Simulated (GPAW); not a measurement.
Here is a GPAW 26.7.0 calculation.

File run.py:

```python
import numpy as np
from ase import Atoms
from ase.dft.bandgap import bandgap
from ase.io import write
from gpaw import GPAW, PW
from gpaw.response.df import DielectricFunction

atoms = Atoms(['Te', 'Be'],
              cell=[[0.0, 2.77, 2.77],
                    [2.77, 0.0, 2.77],
                    [2.77, 2.77, 0.0]],
              scaled_positions=[[0.75, 0.75, 0.75],
                                [0.0, 0.0, 0.0]],
              pbc=True)

calc = GPAW(mode=PW(600),
            xc='RPBE',
            kpts={'size': (7, 7, 7), 'gamma': True},
            occupations={'name': 'fermi-dirac', 'width': 0.001},
            setups={'Te': '16'},
            nbands=-7,
            convergence={'density': 1e-06},
            maxiter=150,
            txt='gpaw.txt')
atoms.calc = calc
energy = atoms.get_potential_energy()
calc.write('gs.gpw')
write('result.traj', atoms)
print(f'Energy: {energy:.6f} eV')
print('Fermi level:', round(calc.get_fermi_level(), 4), 'eV')
print(f'Gap: {bandgap(calc)[0]:.4f} eV, direct: {bandgap(calc, direct=True)[0]:.4f} eV')

for size in [(15, 15, 15), (21, 21, 21)]:
    name = 'x'.join(str(n) for n in size)
    dense = calc.fixed_density(kpts={'size': size, 'gamma': True},
                               nbands=31, convergence={'bands': 25},
                               update_fermi_level=True, txt=f'dense-{name}.txt')
    dense.write(f'{name}.gpw', mode='all')
    df = DielectricFunction(f'{name}.gpw', frequencies=np.array([0.0]), hilbert=False, eta=0.001,
                            ecut=60, nbands=25, intraband=False, txt=f'df-{name}.txt')
    for xc in ['RPA', 'ALDA_X', 'ALDA']:
        for direction in ['x', 'y', 'z', [0, 1, 1], [1, 0, 1], [1, 1, 0]]:
            e0, e = df.get_macroscopic_dielectric_constant(xc=xc, direction=direction)
            print(f'{name} {xc} {direction}: {e0:.4f} without, {e:.4f} with local fields')
```

Potentials or basis: the program's PAW data sets (release 1.2.1) made for this functional, other valence, pw.

Launch:

```bash
$ OMP_NUM_THREADS=1 python run.py
```

(1) What does it give for the electronic dielectric tensor (diagonal)?

(2) Estimate the band gap on the k mesh.

Results:

(1) 7.28.

(2) 1.88 eV, indirect (least direct gap 3.47 eV).

Caveat: the long-wavelength limit can be off by a per cent or two; spin-orbit coupling is left out, which moves the levels of the heavy elements; an odd mesh through Γ misses points on the zone boundary, where band edges often lie.
